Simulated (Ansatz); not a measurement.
Elastic constants of ScAl$_{3}$ at 8 GPa (stress–strain coefficients): input and output

All numbers below come from Ansatz 0.2.0, DFT PBE, scalar-relativistic, plane waves, PAW.

Launched with:
```bash
ansatz run input.yaml --threads 1 --pin off --max-ram 3072MiB --backend cpu --events-out ev --progress --plain --runs-dir out
```

Input (bare energies are in eV):
```yaml
crystal:
  lattice:
    - [4.0009848241, 0.0, 0.0]
    - [0.0, 4.0009848241, 0.0]
    - [0.0, 0.0, 4.0009848241]
  atoms:
    - { symbol: Sc, position: [0.0, 0.0, 0.0] }
    - { symbol: Al, position: [0.5, 0.0, 0.5] }
    - { symbol: Al, position: [0.0, 0.5, 0.5] }
    - { symbol: Al, position: [0.5, 0.5, 0.0] }
basis:
  ecutwfc: 420
kpoints:
  mp_grid: { grid: [10, 10, 10] }
hamiltonian:
  xc: pbe
scf:
  occupations: { method: fermi_dirac, width: 0.15 }
output:
  forces: true
  stress: true
  eigenvalues: true
elastic:
  mode: relaxed_ion
  amplitude: 0.005
  stencil: two_point
```

From the output:
```
--- Elastic constants: 2 strain directions × 2 members + reference (group order 48) ---
  dense FFT box of the reference and of every strained cell: 27×27×27
  strains applied: 11, 23; error gains: componentwise 1.00 (the most a stress slope's error grows in a printed constant), spectral 1.73 (1 for all six strains in a standard setting)
  C = ∂σ_k/∂η_j (tension-positive GPa; Voigt order 11 22 33 23 13 12):
       224.527     63.445     63.445     -0.000     -0.000     -0.000
        63.445    224.527     63.445     -0.000     -0.000     -0.000
        63.445     63.445    224.527     -0.000     -0.000     -0.000
        -0.000     -0.000     -0.000     91.833      0.000      0.000
         0.000      0.000     -0.000      0.000     91.833     -0.000
         0.000     -0.000     -0.000      0.000      0.000     91.833
  reference stress σ⁰ (GPa):     -8.000     -8.000     -8.000     -0.000     -0.000     -0.000
  C* (energy form; C + prestress term) asymmetry max|C*_kj − C*_jk| = 1.421e-14 GPa — a small one proves nothing (zero by symmetry where the batch's group is 432, −43m or m−3m); a large one is finite-difference/SCF noise where every solve ...
  moduli (Voigt/Reuss/Hill, GPa): K = 117.14/117.14/117.14   G = 87.32/86.96/87.14   E = 209.47   ν = 0.202
  mechanically stable: yes (min eigenvalue of sym C = 91.83 GPa)
  strain η (Voigt 11):  stress-route row diagonal C_11 = 224.53 GPa, energy-path curvature d²(F+E_count+ΔE)/dδ²/Ω₀ = 224.53 GPa
         δ    σ_11 (GPa) F (eV) n_scf n_hpsi n_pw
    -5.000e-3      -9.1364       -3750.0432554       8   37524   1268   relax 0 steps, max|allowed force component| 9.61e-31 eV/Å
     5.000e-3      -6.8911       -3750.0752534       8   38306   1280   relax 0 steps, max|allowed force component| 1.05e-31 eV/Å
  strain η (Voigt 23):  stress-route row diagonal C_44 = 91.83 GPa, energy-path curvature d²(F+E_count+ΔE)/dδ²/Ω₀ = 95.83 GPa
         δ    σ_23 (GPa) F (eV) n_scf n_hpsi n_pw
    -5.000e-3      -0.4592       -3750.0598981       8   54449   1271   relax 0 steps, max|allowed force component| 1.38e-30 eV/Å
     5.000e-3       0.4592       -3750.0598981       7   49649   1271   relax 0 steps, max|allowed force component| 8.38e-31 eV/Å
```

The run took 29 s on 1 thread of Intel(R) Xeon(R) Platinum 8488C (Sapphire Rapids), on a shared host, peak memory 0.53 GiB.

In a metal, frequencies and elastic constants depend on the k mesh and the smearing, soft modes and shear constants most. Other phases may be more stable at this pressure.